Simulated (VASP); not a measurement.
Runs of VASP 6.6.1 on SnTe. Symmetry: Fm-3m, No. 225, cubic system. The conventional cell has a = 6.302 Å, b = 6.302 Å, c = 6.302 Å, α = 90.00°, β = 90.00°, γ = 90.00°. Around Te (site symmetry m-3m) lie 6 Sn at 3.15 Å. Sn (site symmetry m-3m) is surrounded by 6 Te at 3.15 Å. 

```tsv
task	level	potentials or basis	spin	cell	k mesh	cutoff (eV)	smearing	atoms held fixed (from 0)	grid for exact exchange (PRECFOCK)	screening parameter	other keys	mesh quality	gap on the mesh (eV)	pressure (GPa)
relaxation of the atoms	PBEsol+D3	VASP PAW PBE potentials, release 64 (Te, Sn_d)	off	atoms relaxed from: atoms moved at random, drawn with an rms of 0.1 Å	7 × 7 × 7	520	gaussian 0.05 eV	[0]	-	-	-	not flagged	0.67	-1.2
atomic charges	HSE06+D3(BJ)	VASP PAW PBE potentials, release 64 (Te, Sn)	off	as given	4 × 4 × 4	500	gaussian 0.01 eV	-	Fast	0.2 1/A	-	coarse	0.03	(a)
single point	RPBE	VASP PAW PBE potentials, release 64 (Te, Sn_d)	off	as given	7 × 7 × 7	520	gaussian 0.02 eV	-	-	-	-	not flagged	-	3.6
density of states	PBE	VASP PAW PBE potentials, release 64 (Te, Sn_d)	non-collinear, program default start, SOC	volume scaled by 1.04	5 × 5 × 5	520	gaussian 0.05 eV	-	-	-	ADDGRID = yes	not flagged	-	0.5
```

Problem. Estimate the missing entries.

Solution. (a) -3.0.

Caveats: some runs use coarse meshes; the PAW data sets were made with another functional, which shifts forces and pressure a little (some runs); spin-orbit coupling is left out, which moves the levels of the heavy elements (some runs); the relaxation stopped at its first step, so nothing moved (some runs); an odd mesh through Γ misses points on the zone boundary, where band edges often lie (some runs).

A k mesh can miss the band edges, and rows without SOC leave out spin-orbit coupling on Sn, Te.

The runs don't all hold the same shells in valence.
